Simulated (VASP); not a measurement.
# I: relaxation of cell and atoms with PBEsol

I:

```
I
1.0
    -1.45385    1.51665    2.61300
     1.45385   -1.51665    2.61300
     1.45385    1.51665   -2.61300
I
1
Cartesian
  0.0000 0.0000 0.0000
```

```yaml
Program: VASP 6.6.1
Task: relaxation of cell and atoms
Functional: PBEsol
Potentials_or_basis: VASP PAW PBE potentials, release 64 (I)
Cutoff: 600 eV
k_mesh: 18 × 18 × 18
Occupations: methfessel-paxton, width 0.1 eV
Spin: no spin polarisation
Target_pressure: 32 GPa
Further_INCAR_settings: ALGO = Normal; EDIFF = 1e-06; IBRION = 2; EDIFFG = -0.01; NSW = 90; ISIF = 3
Target_pressure: 32 GPa
```

```yaml
Relaxed_volume: 22.28 Å³/atom
Relaxed_cell: a = 3.276 Å, b = 3.276 Å, c = 3.276 Å, α = 125.84°, β = 125.94°, γ = 80.07°
Space_group_after_relaxing_to_0.05_Å: I4/mmm (No. 139)
Energy_change_on_relaxing_the_enthalpy_is_what_falls: +137.0 meV/atom
Ionic_steps: 14
Pressure_after_relaxing: 32.0 GPa
Band_gap_on_the_k_mesh: none (metal or under the smearing width)
```

The path:
| step | energy change (eV) | largest force (eV/Å) | pressure (GPa) | volume (Å³) |
| --- | --- | --- | --- | --- |
| 1 | 0.0000 | 0.0000 | 28.24 | 23.05 |
| 2 | 0.3727 | 0.0000 | 41.42 | 21.29 |
| 3 | 0.1160 | 0.0000 | 32.36 | 22.43 |
| 4 | 0.1284 | 0.0000 | 32.28 | 22.34 |
| 5 | 0.1579 | 0.0000 | 32.48 | 22.18 |
| 6 | 0.1519 | 0.0000 | 32.39 | 22.20 |
| 7 | 0.1157 | 0.0000 | 31.06 | 22.38 |
| 8 | 0.1308 | 0.0000 | 31.62 | 22.31 |
| 9 | 0.1540 | 0.0000 | 32.58 | 22.19 |
| 10 | 0.1438 | 0.0000 | 32.16 | 22.24 |
| 11 | 0.1363 | 0.0000 | 31.94 | 22.28 |
| 12 | 0.1350 | 0.0000 | 31.91 | 22.29 |
| 13 | 0.1391 | 0.0000 | 32.12 | 22.26 |
| 14 | 0.1370 | 0.0000 | 32.01 | 22.28 |

Final structure:
```xyz
1
Lattice="-1.4914 1.4888 2.5081 1.4914 -1.4888 2.5081 1.4914 1.4888 -2.5081" Properties=species:S:1:pos:R:3 pbc="T T T"
I     0.0000    0.0000    0.0000
```

Levels at points of the mesh, in eV from the Fermi level:
```
           k point  band 1  band 2  band 3  band 4  band 5  band 6  band 7
(0.00, 0.00, 0.00)  -17.56    1.86    2.41    2.45    8.46   10.34   10.41
(0.50, 0.00, 0.00)  -13.88   -8.70   -0.84    2.22    5.24    9.13   10.31
(0.00, 0.50, 0.00)  -13.90   -8.70   -0.84    2.25    5.24    9.15   10.26
(0.50, 0.50, 0.00)  -11.64   -7.42   -3.91   -2.02    2.20    3.28   16.17
(0.50, 0.50, 0.50)  -13.94   -8.36   -0.81   -0.77    4.50    4.71   20.97
```

Run time: 14 min on 1 thread of Intel(R) Xeon(R) Platinum 8488C (Sapphire Rapids), with other jobs on the host, peak memory 0.32 GiB.

Caveat: the cell is relaxed towards a set pressure, so the enthalpy falls and the energy may rise; the PAW data sets were made with another functional, which shifts forces and pressure a little; an odd number of electrons without spin polarisation forces a metal; a magnetic or distorted state may lie lower. Spin-orbit coupling is left out, which matters for the levels of I.
